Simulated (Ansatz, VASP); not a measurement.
## C: VASP beside Ansatz

INCAR

```
SYSTEM = C
ALGO = Normal
EDIFF = 1E-6
ENCUT = 520
GGA = PE
ISIF = 2
ISMEAR = 0
LASPH = .TRUE.
LCHARG = .FALSE.
LREAL = .FALSE.
LWAVE = .FALSE.
NBANDS = 16
NELM = 60
PREC = Accurate
SIGMA = 0.1
```

KPOINTS

```
k-points
0
G
  3 3 1
  0 0 0
```

POSCAR

```
C
1.0
    1.2280479700     -2.1270618200      0.0000000000
    1.2280479700      2.1270618200      0.0000000000
    0.0000000000      0.0000000000      7.1732677600
C
4
Direct
    0.0833794600      0.9166205400      0.7531376000
    0.5833794600      0.4166205400      0.2468624000
    0.9166205400      0.0833794600      0.2468624000
    0.4166205400      0.5833794600      0.7531376000
```

Input for Ansatz:

```yaml
crystal:
  lattice:
    - [1.22804797, -2.12706182, 0.0]
    - [1.22804797, 2.12706182, 0.0]
    - [0.0, 0.0, 7.17326776]
  atoms:
    - { symbol: C, position: [0.08337946, 0.91662054, 0.7531376] }
    - { symbol: C, position: [0.58337946, 0.41662054, 0.2468624] }
    - { symbol: C, position: [0.91662054, 0.08337946, 0.2468624] }
    - { symbol: C, position: [0.41662054, 0.58337946, 0.7531376] }
basis:
  ecutwfc: 420
kpoints:
  mp_grid: { grid: [3, 3, 1] }
hamiltonian:
  xc: pbe
scf:
  occupations: { method: gaussian, width: 0.1 }
output:
  forces: true
  stress: true
  eigenvalues: true
```

Alike in both runs: task single point; functional PBE; k mesh 3 × 3 × 1; occupations gaussian, width 0.1 eV; no spin polarisation.

```csv
,VASP,Ansatz
version,VASP 6.6.1,Ansatz 0.2.0
potentials or method,"VASP PAW PBE potentials, release 64 (C)","scalar-relativistic, plane waves, PAW"
plane-wave cutoff (eV),520,420
valence electrons in the cell,16,16
```

Ansatz gave:

* gap on the k mesh at the Fermi level (eV): 0.30
* least direct gap on the mesh (eV): 0.30
* pressure (GPa): 5.5
* largest component of the traceless stress (GPa): 7.35
* rms of the force components (eV/Å): 0.050

Question: Which values does VASP return?

Answer: gap on the k mesh at the Fermi level (eV): 0.30; least direct gap on the mesh (eV): 0.30; pressure (GPa): 5.9; largest component of the traceless stress (GPa): 7.88; rms of the force components (eV/Å): 0.051.

Atom by atom the forces differ by 0.000 eV/Å (rms over components).

Caveats: the k mesh is coarse (spacing up to 0.98 Å⁻¹), so the values aren't converged; an odd mesh through Γ misses points on the zone boundary, where band edges often lie; this functional lacks dispersion, which binds the layers, so the pressure and a relaxed spacing across them are unreliable.
